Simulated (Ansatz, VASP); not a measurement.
**One calculation of TaN, two programs**

INCAR

```
PREC = Accurate
ENCUT = 520
EDIFF = 1E-6
ISMEAR = -1
SIGMA = 0.05
LREAL = F
LASPH = T
NELM = 60
ALGO = Normal
ISIF = 2
LWAVE = F
LCHARG = F
GGA = PS
NBANDS = 33
```

The input KPOINTS:

```
regular mesh
0
Gamma
  5 5 8
```

The input POSCAR:

```
TaN
1.0
    5.0627100267      0.0000000000      0.0000000000
   -2.5313550133      4.3844354970      0.0000000000
    0.0000000000      0.0000000000      2.8363258059
Ta N
3 3
Direct
    0.3333333333      0.6666666667      0.5000000000
    0.6666666667      0.3333333333      0.5000000000
    0.0000000000      0.0000000000      0.0000000000
    0.3928500000      0.0000000000      0.0000000000
    0.6071500000      0.6071500000      0.0000000000
    0.0000000000      0.3928500000      0.0000000000
```

Input for Ansatz:

```yaml
crystal:
  lattice:
    - [5.0627100266533605, 0.0, 0.0]
    - [-2.5313550133266802, 4.3844354969623955, 0.0]
    - [0.0, 0.0, 2.8363258059253145]
  atoms:
    - { symbol: Ta, position: [0.3333333333333333, 0.6666666666666666, 0.5] }
    - { symbol: Ta, position: [0.6666666666666666, 0.3333333333333333, 0.5] }
    - { symbol: Ta, position: [0.0, 0.0, 0.0] }
    - { symbol: "N", position: [0.39285, 0.0, 0.0] }
    - { symbol: "N", position: [0.60715, 0.60715, 0.0] }
    - { symbol: "N", position: [0.0, 0.39285, 0.0] }
basis:
  ecutwfc: 550.0
kpoints:
  mp_grid:
    grid: [5, 5, 8]
hamiltonian:
  xc: pbesol
  pseudopotentials:
    kind: paw
scf:
  occupations:
    method: fermi_dirac
    width: 0.05
output:
  stress: true
```

Alike in both runs: task single point; functional PBEsol; k mesh 5 × 5 × 8; occupations fermi-dirac, width 0.05 eV; no spin polarisation.

|  | VASP | Ansatz |
| --- | --- | --- |
| version | VASP 6.6.1 | Ansatz 0.2.0 |
| potentials or method | VASP PAW PBE potentials, release 64 (Ta_pv, N) | plane waves, PAW |
| plane-wave cutoff (eV) | 520 | 550 |
| valence electrons in the cell | 48 | 54 |

|  | VASP | Ansatz | Ansatz less VASP |
| --- | --- | --- | --- |
| pressure (GPa) | 26.9 | 25.6 | -1.32 |
| largest component of the traceless stress (GPa) | 0.43 | 0.32 | -0.115 |

The two sets of potentials don't hold the same shells in valence.

Caveats: so large a pressure means that the cell lies far from this level's equilibrium, or that cutoff or potentials fall short (VASP); the potentials were made for another functional, which shifts forces and pressure (VASP). Spin-orbit coupling is left out, which matters for the levels of Ta.
